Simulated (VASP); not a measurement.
# BN (Qingsongite) (F-43m) in VASP: further runs

Aim: see how the results for BN (Qingsongite) move with the level of theory and the settings. Levels: RPBE, PBE. Tasks: single point.

Program: VASP 6.6.1. These are calculated values, not measurements. Logs are shortened: lines on timing, memory, paths and dates and some standing lists are left out, and cuts for length are marked.

**Experimental background.**

From a printed reference work, monograph, for a bulk crystal of BN at 300 K: band gap 6.4 eV (indirect).

The results are compared with them further down.

**1. The cell of the first run**

Symmetry: F-43m, No. 216, cubic system. The conventional cell has a = 3.644 Å, b = 3.644 Å, c = 3.644 Å, α = 90.00°, β = 90.00°, γ = 90.00°. Within 2.1 Å of B (site symmetry -43m) lie 4 N at 1.58 Å. N (site symmetry -43m) has 4 B at 1.58 Å within 2.1 Å.

**2. Single point, RPBE**

The input, INCAR:

```
ALGO     = Normal         # electronic algorithm
EDIFF    = 1E-6           # SCF threshold, eV
ENCUT    = 520            # plane-wave cutoff, eV
GGA      = RP             # functional
ISIF     = 2              # what is computed and relaxed
ISMEAR   = 0              # smearing method
LASPH    = True           # aspherical terms in the spheres
LCHARG   = False          # write CHGCAR
LREAL    = False          # projectors in reciprocal space
LWAVE    = False          # write WAVECAR
NBANDS   = 11             # bands
NELM     = 80             # most SCF steps
PREC     = Accurate       # precision mode
SIGMA    = 0.01           # smearing width, eV
```

The input, KPOINTS:

```
k-points
0
Gamma
  8 8 8
```

The input, POSCAR:

```
BN
1.0
    0.0000000000      1.8219639720      1.8219639720
    1.8219639720      0.0000000000      1.8219639720
    1.8219639720      1.8219639720      0.0000000000
B N
1 1
Direct
    0.0000000000      0.0000000000      0.0000000000
    0.2500000000      0.2500000000      0.2500000000
```

Potentials or basis: VASP PAW PBE potentials, release 64 (B, N).

Command:

```console
cat potpaw_PBE.64/B/POTCAR potpaw_PBE.64/N/POTCAR > POTCAR
mpirun -np 1 vasp_std > vasp.out
```

OUTCAR:

```text
EDIFF = 1E-6
   ENCUT = 520
   GGA = RP
   ISIF = 2
   ISMEAR = 0
   LASPH = True
   LREAL = False
   NELM = 80
   PREC = Accurate

 ion  position               nearest neighbor table
   1  0.000  0.000  0.000-   2 1.58   2 1.58   2 1.58   2 1.58
   2  0.250  0.250  0.250-   1 1.58   1 1.58   1 1.58   1 1.58

  LATTYP: Found a face centered cubic cell.
 ALAT       =     3.6439279440

  Lattice vectors:

 A1 = (   0.0000000000,   1.8219639720,   1.8219639720)
 A2 = (   1.8219639720,   0.0000000000,   1.8219639720)
 A3 = (   1.8219639720,   1.8219639720,   0.0000000000)

Analysis of symmetry for initial positions (statically):
=====================================================================
 Subroutine PRICEL returns:
 Original cell was already a primitive cell.

 Routine SETGRP: Setting up the symmetry group for a
 face centered cubic supercell.

 Subroutine GETGRP returns: Found 24 space group operations
 (whereof 24 operations were pure point group operations)
 out of a pool of 48 trial point group operations.

The static configuration has the point symmetry T_d .

Analysis of symmetry for dynamics (positions and initial velocities):
=====================================================================
 Subroutine PRICEL returns:
 Original cell was already a primitive cell.

 Routine SETGRP: Setting up the symmetry group for a
 face centered cubic supercell.

 Subroutine GETGRP returns: Found 24 space group operations
 (whereof 24 operations were pure point group operations)
 out of a pool of 48 trial point group operations.

The dynamic configuration has the point symmetry T_d .

 Subroutine INISYM returns: Found 24 space group operations
 (whereof 24 operations are pure point group operations),
 and found     1 'primitive' translations

----------------------------------------------------------------------------------------

                                     Primitive cell

  volume of cell :      12.0962

  direct lattice vectors                    reciprocal lattice vectors
     0.000000000  1.821963972  1.821963972    -0.274429137  0.274429137  0.274429137
     1.821963972  0.000000000  1.821963972     0.274429137 -0.274429137  0.274429137
     1.821963972  1.821963972  0.000000000     0.274429137  0.274429137 -0.274429137

  length of vectors
     2.576646159  2.576646159  2.576646159     0.475325208  0.475325208  0.475325208

  position of ions in fractional coordinates (direct lattice)
     0.000000000  0.000000000  0.000000000
     0.250000000  0.250000000  0.250000000

  ion indices of the primitive-cell ions
   primitive index   ion index
                 1           1
                 2           2

----------------------------------------------------------------------------------------

 KPOINTS: k-points

Automatic generation of k-mesh.
 Grid dimensions read from file:
 generate k-points for:    8    8    8

 Generating k-lattice:

  Cartesian coordinates                     Fractional coordinates (reciprocal lattice)
    -0.034303642  0.034303642  0.034303642     0.125000000  0.000000000  0.000000000
     0.034303642 -0.034303642  0.034303642     0.000000000  0.125000000  0.000000000
     0.034303642  0.034303642 -0.034303642     0.000000000  0.000000000  0.125000000

  Length of vectors
     0.059415651  0.059415651  0.059415651

  Shift w.r.t. Gamma in fractional coordinates (k-lattice)
     0.000000000  0.000000000  0.000000000

 Subroutine IBZKPT returns following result:
 ===========================================

 Found     29 irreducible k-points:

 Following reciprocal coordinates:
            Coordinates               Weight
  0.000000  0.000000  0.000000      1.000000
  0.125000  0.000000  0.000000      8.000000
  0.250000  0.000000  0.000000      8.000000
  0.375000  0.000000  0.000000      8.000000
  0.500000  0.000000  0.000000      4.000000
  0.125000  0.125000  0.000000      6.000000
[... 16 lines left out ...]
  0.500000  0.250000  0.125000     48.000000
 -0.375000  0.250000  0.125000     24.000000
 [... further k-points ...]
   k-points           NKPTS =     29   k-points in BZ     NKDIM =     29   number of bands    NBANDS=     11
   number of dos      NEDOS =    301   number of ions     NIONS =      2
   total plane-waves  NPLWV =   8000
   dimension x,y,z NGX =    20 NGY =   20 NGZ =   20
   dimension x,y,z NGXF=    40 NGYF=   40 NGZF=   40
   ions per type =               1   1
   NGX,Y,Z   is equivalent  to a cutoff of  12.90, 12.90, 12.90 a.u.
   NGXF,Y,Z  is equivalent  to a cutoff of  25.81, 25.81, 25.81 a.u.
 SYSTEM =  unknown system
   PREC   = accura    normal or accurate (medium, high low for compatibility)
   ISTART =      0    job   : 0-new  1-cont  2-samecut
   ICHARG =      2    charge: 1-file 2-atom 10-const
   ISPIN  =      1    spin polarized calculation?
   LNONCOLLINEAR =      F non collinear calculations
   LSORBIT =      F    spin-orbit coupling
   LASPH  =      T    aspherical Exc in radial PAW
   ENCUT  =  520.0 eV  38.22 Ry    6.18 a.u.   4.79  4.79  4.79*2*pi/ulx,y,z
   NELM   =     80;   NELMIN=  2; NELMDL= -5     # of ELM steps
   EDIFF  = 0.1E-05   stopping-criterion for ELM
   LREAL  =      F    real-space projection
   EDIFFG = 0.1E-04   stopping-criterion for IOM
   NSW    =      0    number of steps for IOM
   IBRION =     -1    ionic relax: 0-MD 1-quasi-New 2-CG
   NFREE  =      0    steps in history (QN), initial steepest desc. (CG)
   ISIF   =      2    stress and relaxation
   ISYM   =      2    0-nonsym 1-usesym 2-fastsym
   POTIM  = 0.5000    time-step for ionic-motion
   TEBEG  =    0.0;   TEEND  =   0.0 temperature during run
   PSTRESS=    0.0 pullay stress
   NELECT =       8.0000    total number of electrons
   NUPDOWN=      -1.0000    fix difference up-down
   EMIN   =  10.00;   EMAX   =-10.00  energy-range for DOS
   EFERMI =   0.00;   METHOD = LEGACY
   ISMEAR =     0;   SIGMA  =   0.01  broadening in eV -4-tet -1-fermi 0-gaus
   EFERMI_NEDOS =   21; number of points for ismear=-14 and -15
   IALGO  =     38    algorithm
   IMIX   =      4    mixing-type and parameters
     AMIX     =   0.40;   BMIX     =  1.00
     AMIX_MAG =   1.60;   BMIX_MAG =  1.00
  volume/ion in A,a.u.               =       6.05        40.81
  Fermi-wavevector in a.u.,A,eV,Ry     =   1.426336  2.695383 27.680143  2.034433
  Thomas-Fermi vector in A             =   2.546624
   LORBIT       =      0    0 simple, 1 ext, 2 COOP (PROOUT), +10 PAW based schemes
   GGA     = RP    functional components
   LHFCALC =     F    Hartree Fock is set to
   AEXX    =    0.0000 exact exchange contribution
   IVDW    =     0    specifies the selected vdW correction
   LEPSILON=     F    determine dielectric tensor
   LRPA    =     F    only Hartree local field effects (RPA)
 non-spin polarized calculation
 Gauss-broadening in eV      SIGMA  =   0.01
  energy-cutoff  :      520.00
  volume of cell :       12.10
 maximum number of plane-waves:       334
   NGX =  9   NGY =  9   NGZ =  9

 number of electron       8.0000000 magnetization

 Free energy of the ion-electron system (eV)
  ---------------------------------------------------
  ext. energy  EPLUGINS =         0.00000000
  ---------------------------------------------------
  free energy    TOTEN  =       -16.62695847 eV

  energy without entropy =      -16.62695847  energy(sigma->0) =      -16.62695847

 E-fermi :   7.4132     XC(G=0): -12.6083

 val. band max:        7.2264318111   @ k =   0.0000   0.0000   0.0000
 cond. band min:      11.6915803022   @ k =   0.5000   0.5000   0.0000
 fundamental gap:      4.4651484911
 Fermi energy:         7.4131723860

 k-point     1 :       0.0000    0.0000    0.0000
  band No.  band energies     occupation
      1     -12.8021      2.00000
      2       7.2264      2.00000
      3       7.2264      2.00000
      4       7.2264      2.00000
      5      15.9878      0.00000
      6      15.9878      0.00000
      7      15.9878      0.00000
      8      17.1845      0.00000
      9      31.6702      0.00000
     10      34.6298      0.00000
     11      34.6298      0.00000

 k-point     2 :       0.1250    0.0000    0.0000
  band No.  band energies     occupation
      1     -12.4309      2.00000
      2       5.3728      2.00000
      3       6.8565      2.00000
      4       6.8565      2.00000
      5      16.2764      0.00000
      6      16.5447      0.00000
      7      16.5447      0.00000
      8      18.4273      0.00000
      9      31.3300      0.00000
     10      31.6331      0.00000
     11      31.6331      0.00000

 k-point     3 :       0.2500    0.0000    0.0000
  band No.  band energies     occupation
      1     -11.3554      2.00000
      2       1.8262      2.00000
      3       6.1270      2.00000
      4       6.1270      2.00000
      5      16.6421      0.00000
      6      17.4762      0.00000
      7      17.4762      0.00000
      8      20.5396      0.00000
      9      30.5261      0.00000
     10      30.6013      0.00000
     11      30.6013      0.00000

 k-point     4 :       0.3750    0.0000    0.0000
  band No.  band energies     occupation
      1      -9.7782      2.00000
      2      -1.5523      2.00000
      3       5.5441      2.00000
      4       5.5441      2.00000
      5      16.9418      0.00000
      6      17.8409      0.00000
      7      17.8409      0.00000
      8      21.9077      0.00000
      9      30.2993      0.00000
     10      32.0979      0.00000
     11      32.0979      0.00000

 k-point     5 :       0.5000    0.0000    0.0000
  band No.  band energies     occupation
      1      -8.7149      2.00000
      2      -3.2537      2.00000
      3       5.3319      2.00000
      4       5.3319      2.00000
      5      17.0541      0.00000
      6      17.8492      0.00000
      7      17.8492      0.00000
      8      22.3399      0.00000
      9      30.5164      0.00000
     10      33.6658      0.00000
     11      33.8434      0.00000
[... 211 lines left out ...]
 k-point    21 :       0.5000    0.5000    0.0000
  band No.  band energies     occupation
      1      -7.3817      2.00000
      2      -1.5601      2.00000
      3       2.4396      2.00000
      4       2.4396      2.00000
      5      11.6916      0.00000
      6      16.3460      0.00000
      7      24.8960      0.00000
      8      24.8960      0.00000
      9      27.7436      0.00000
     10      34.1205      0.00000
     11      40.5080      0.00000

 k-point    22 :       0.3750    0.2500    0.1250
  band No.  band energies     occupation
      1     -10.4408      2.00000
      2       1.5890      2.00000
      3       3.3748      2.00000
      4       5.2466      2.00000
      5      15.7144      0.00000
      6      18.9264      0.00000
      7      19.6048      0.00000
      8      20.3794      0.00000
      9      26.5393      0.00000
     10      32.6721      0.00000
     11      34.2237      0.00000

 k-point    23 :       0.5000    0.2500    0.1250
  band No.  band energies     occupation
      1      -8.9722      2.00000
      2      -0.8628      2.00000
      3       2.5599      2.00000
      4       4.3478      2.00000
      5      16.5406      0.00000
      6      18.4450      0.00000
      7      20.6830      0.00000
      8      21.6847      0.00000
      9      27.1644      0.00000
     10      32.1672      0.00000
     11      34.4231      0.00000

 k-point    24 :      -0.3750    0.2500    0.1250
  band No.  band energies     occupation
      1      -8.0330      2.00000
      2      -2.2781      2.00000
      3       2.4782      2.00000
      4       3.8633      2.00000
      5      16.7715      0.00000
      6      18.2033      0.00000
      7      21.3341      0.00000
      8      22.7728      0.00000
      9      26.5609      0.00000
     10      32.7711      0.00000
     11      34.4071      0.00000

 [... further k-points ...]

------------------------ aborting loop because EDIFF is reached ----------------------------------------

  FORCE on cell =-STRESS in cart. coord.  units (eV):
  Direction    XX          YY          ZZ          XY          YZ          ZX
  --------------------------------------------------------------------------------------
  -------------------------------------------------------------------------------------
  Total        0.0100273      0.0100273      0.0100273     -0.0000000     -0.0000000     -0.0000000
  in kB        1.3281463      1.3281463      1.3281463     -0.0000000     -0.0000000     -0.0000000
  external PRESSURE =       1.3281463 kB  Pullay stress =       0.0000000 kB

 VOLUME and BASIS-vectors are now :
 -----------------------------------------------------------------------------
  energy-cutoff  :      520.00
  volume of cell :       12.10
      direct lattice vectors                 reciprocal lattice vectors
     0.000000000  1.821963972  1.821963972    -0.274429137  0.274429137  0.274429137
     1.821963972  0.000000000  1.821963972     0.274429137 -0.274429137  0.274429137
     1.821963972  1.821963972  0.000000000     0.274429137  0.274429137 -0.274429137

 POSITION                                       TOTAL-FORCE (eV/Angst)
 -----------------------------------------------------------------------------------
      0.00000      0.00000      0.00000         0.000000      0.000000      0.000000
      0.91098      0.91098      0.91098        -0.000000     -0.000000     -0.000000
 -----------------------------------------------------------------------------------
    total drift:                                0.000000      0.000000      0.000000

  FREE ENERGIE OF THE ION-ELECTRON SYSTEM (eV)
  ---------------------------------------------------
  free  energy   TOTEN  =       -16.6269584724 eV

  energy  without entropy=      -16.6269584724  energy(sigma->0) =      -16.62695847
```

Wall time 7.1 s (1 thread of Intel Xeon 8259CL, shared host); peak memory 0.12 GiB.

Results:

| Quantity | Value |
| --- | --- |
| Free energy | -16.6270 eV |
| Pressure | 0.1 GPa |
| Band gap on the k mesh | 4.47 eV, indirect (least direct gap 8.76 eV) |

Levels at points of the mesh, in eV from the valence-band top:
```tsv
k point	band 1	band 2	band 3	band 4	band 5	band 6	band 7	band 8	band 9
(0.00, 0.00, 0.00)	-20.03	0.00	0.00	0.00	8.76	8.76	8.76	9.96	24.44
(0.50, 0.00, 0.00)	-15.94	-10.48	-1.89	-1.89	9.83	10.62	10.62	15.11	23.29
(0.50, 0.50, 0.00)	-14.61	-8.79	-4.79	-4.79	4.47	9.12	17.67	17.67	20.52
```

Caveat: the PAW data sets were made with another functional, which shifts forces and pressure a little.

**3. Single point, PBE**

This run uses another cell than the first one, of 5.95 Å³/atom, 0.984 times its volume.

The input, INCAR:

```
SYSTEM = BN
  PREC = Accurate
  ENCUT = 520
  EDIFF = 1E-6
  ISMEAR = 0
  SIGMA = 0.01
  LREAL = .False.
  LASPH = .True.
  NELM = 100
  ALGO = Normal
  ISIF = 2
  LWAVE = .False.
  LCHARG = .False.
  GGA = PE
  NBANDS = 11
```

The input, KPOINTS:

```
Automatic mesh
0
Gamma
  8 8 8
  0 0 0
```

The input, POSCAR:

```
BN
1.0
    0.0000000000      1.8124019199      1.8124019199
    1.8124019199      0.0000000000      1.8124019199
    1.8124019199      1.8124019199      0.0000000000
B N
1 1
Direct
    0.0000000000      0.0000000000      0.0000000000
    0.2500000000      0.2500000000      0.2500000000
```

Potentials or basis: VASP PAW PBE potentials, release 64 (B, N).

Command:

```console
cat potpaw_PBE.64/B/POTCAR potpaw_PBE.64/N/POTCAR > POTCAR
mpirun -np 1 vasp_std > vasp.out
```

It took 7.1 s on 1 thread of Intel Xeon 8259CL, shared host; peak memory 0.12 GiB.

Results (log left out):

```
Free energy            : -17.4507 eV
Pressure               : 0.2 GPa
Band gap on the k mesh : 4.45 eV, indirect (least direct gap 8.78 eV)
```

Levels at points of the mesh, in eV from the valence-band top:
```tsv
k point	band 2	band 3	band 4	band 5	band 6	band 7
(0.00, 0.00, 0.00)	0.00	0.00	0.00	8.78	8.78	8.78
(0.50, 0.00, 0.00)	-10.62	-1.92	-1.92	10.04	10.66	10.66
(0.50, 0.50, 0.00)	-8.86	-4.86	-4.86	4.45	9.19	17.79
```

**4. Comparison with measurements**

Step 2. Against the measured gap of BN, 6.4 eV (indirect; 300 K; a printed reference work, monograph), the calculated 4.47 eV is off by -1.93 eV. The value is that of RPBE on a finite k mesh, which can miss the band edges, without temperature or zero-point motion. Semilocal functionals fall short of measured gaps as a rule.

Step 3. Measured gap of BN: 6.4 eV (indirect; 300 K; a printed reference work, monograph). This calculation gives 4.45 eV (-1.95 eV). The value is that of PBE on a finite k mesh, which can miss the band edges, without temperature or zero-point motion. Semilocal functionals fall short of measured gaps as a rule.
